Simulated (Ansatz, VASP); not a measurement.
AlRu in VASP and in Ansatz

The input INCAR:

```
SYSTEM = AlRu
PREC     = Accurate       ! precision mode
ENCUT    = 520            ! plane-wave cutoff, eV
EDIFF    = 1E-7           ! SCF threshold, eV
ISMEAR   = -1             ! smearing method
SIGMA    = 0.05           ! smearing width, eV
LREAL    = .FALSE.        ! projectors in reciprocal space
LASPH    = .TRUE.         ! aspherical terms in the spheres
NELM     = 80             ! most SCF steps
ALGO     = Normal         ! electronic algorithm
ISIF     = 2              ! what is computed and relaxed
LWAVE    = .FALSE.        ! write WAVECAR
LCHARG   = .FALSE.        ! write CHGCAR
GGA      = PE             ! functional
NBANDS   = 16             ! bands
```

KPOINTS

```
regular mesh
0
G
  9 9 9
  0 0 0
```

POSCAR

```
AlRu
1.0
    2.9511680166      0.0000000000      0.0000000000
    0.0000000000      2.9511680166      0.0000000000
    0.0000000000      0.0000000000      2.9511680166
Ru Al
1 1
Direct
    0.5000000000      0.5000000000      0.5000000000
    0.0000000000      0.0000000000      0.0000000000
```

Contents of input.yaml:

```yaml
crystal:
  lattice:
    - [2.9511680166, 0.0, 0.0]
    - [0.0, 2.9511680166, 0.0]
    - [0.0, 0.0, 2.9511680166]
  atoms:
    - { symbol: Ru, position: [0.5, 0.5, 0.5] }
    - { symbol: Al, position: [0.0, 0.0, 0.0] }
kpoints:
  mp_grid: { grid: [9, 9, 9] }
scf:
  occupations: { method: fermi_dirac, width: 0.05 }
hamiltonian:
  xc: pbe
  pseudopotentials: { kind: all_electron, lapw: { basis_error: 0.0005 } }
output:
  forces: true
  stress: true
  eigenvalues: true
```

Change from the starting cell: volume scaled by 0.96.

Alike in both runs: task single point; functional PBE; k mesh 9 × 9 × 9; occupations fermi-dirac, width 0.05 eV; no spin polarisation.

|  | VASP | Ansatz |
| --- | --- | --- |
| version | VASP 6.6.1 | Ansatz 0.2.0 |
| potentials or method | VASP PAW PBE potentials, release 64 (Ru_pv, Al) | all-electron LAPW, scalar-relativistic |
| plane-wave cutoff (eV) | 520 | see its input |

|  | VASP | Ansatz | Ansatz less VASP |
| --- | --- | --- | --- |
| gap on the k mesh at the Fermi level (eV) | none | none | - |
| pressure (GPa) | 12.1 | 12.1 | -0.07 |

A gap of «none» marks a metal or a gap that the smearing closes. Ansatz ran all-electron here, so the differences hold the error of VASP's frozen core and of both bases.
